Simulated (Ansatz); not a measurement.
# Si: the cost of one run

Computed with Ansatz 0.2.0 (DFT PBE, scalar-relativistic, plane waves, PAW, unless a step names another level, unless a step's input says otherwise).

1 further run of the same task is left out (set aside as unsound or not needed).

## (1) Starting point

The structure is hexagonal, space group P6_3/mmc (No. 194). The conventional cell has a = 3.862 Å, b = 3.862 Å, c = 18.989 Å, α = 90.00°, β = 90.00°, γ = 120.00°. Si (site symmetry 3m) has 4 Si at 2.37 to 2.39 Å as nearest neighbours. Si (site symmetry 3m) has 4 Si at 2.37 Å as nearest neighbours.

As a file:

```cif
data_structure
_symmetry_space_group_name_H-M 'P 1'
_symmetry_Int_Tables_number 1
_cell_length_a 3.8619
_cell_length_b 3.8619
_cell_length_c 18.9895
_cell_angle_alpha 90.000
_cell_angle_beta 90.000
_cell_angle_gamma 120.000
_cell_volume 245.28
loop_
_atom_site_label
_atom_site_type_symbol
_atom_site_fract_x
_atom_site_fract_y
_atom_site_fract_z
_atom_site_occupancy
Si1 Si 0.00000 0.00000 0.81282 1
Si2 Si 0.00000 0.00000 0.31282 1
Si3 Si 0.33333 0.66667 0.97919 1
Si4 Si 0.66667 0.33333 0.47919 1
Si5 Si 0.33333 0.66667 0.64539 1
Si6 Si 0.66667 0.33333 0.14539 1
Si7 Si 0.00000 0.00000 0.68718 1
Si8 Si 0.00000 0.00000 0.18718 1
Si9 Si 0.33333 0.66667 0.85461 1
Si10 Si 0.66667 0.33333 0.35461 1
Si11 Si 0.33333 0.66667 0.52081 1
Si12 Si 0.66667 0.33333 0.02081 1
```

It is the end of an earlier relaxation with the same method, from a generated guess; it needn't be the stable form of this composition. At a tolerance of 0.02 Å it has space group P6_3/mmc (No. 194); it has 20.44 Å³/atom, an uncorrected energy of +0.00 eV/atom over the standard state and, on its mesh, gap 0.60 eV.

## (2) Strained cells: the elastic tensor

File input.yaml:

```yaml
crystal:
  lattice:
    - [3.8620160149, 0.0, 0.0]
    - [-1.9310080075, 3.3446039787, 0.0]
    - [0.0, 0.0, 18.9895373253]
  atoms:
    - { symbol: Si, position: [0.0, 0.0, 0.8128194523] }
    - { symbol: Si, position: [0.0, 0.0, 0.3128194523] }
    - { symbol: Si, position: [0.3333333333, 0.6666666667, 0.9791971092] }
    - { symbol: Si, position: [0.6666666667, 0.3333333333, 0.4791971092] }
    - { symbol: Si, position: [0.3333333333, 0.6666666667, 0.6453957069] }
    - { symbol: Si, position: [0.6666666667, 0.3333333333, 0.1453957069] }
    - { symbol: Si, position: [0.0, 0.0, 0.6871805477] }
    - { symbol: Si, position: [0.0, 0.0, 0.1871805477] }
    - { symbol: Si, position: [0.3333333333, 0.6666666667, 0.8546042931] }
    - { symbol: Si, position: [0.6666666667, 0.3333333333, 0.3546042931] }
    - { symbol: Si, position: [0.3333333333, 0.6666666667, 0.5208028908] }
    - { symbol: Si, position: [0.6666666667, 0.3333333333, 0.0208028908] }
basis:
  ecutwfc: 420
kpoints:
  mp_grid: { grid: [12, 12, 2] }
hamiltonian:
  xc: pbe
scf:
  occupations: { method: fixed }
output:
  forces: true
  stress: true
  eigenvalues: true
elastic:
  mode: relaxed_ion
  stencil: two_point
```

Launch:

```
> ansatz run input.yaml --threads 4 --pin off --max-ram 8192MiB --backend cpu --events-out ev --progress --plain --runs-dir out
```

**Question.** How long does this run take on 4 threads of Arm Neoverse V1, shared host, and how much memory does it need?

About 4.8 min, with a peak of 1.1 GiB.
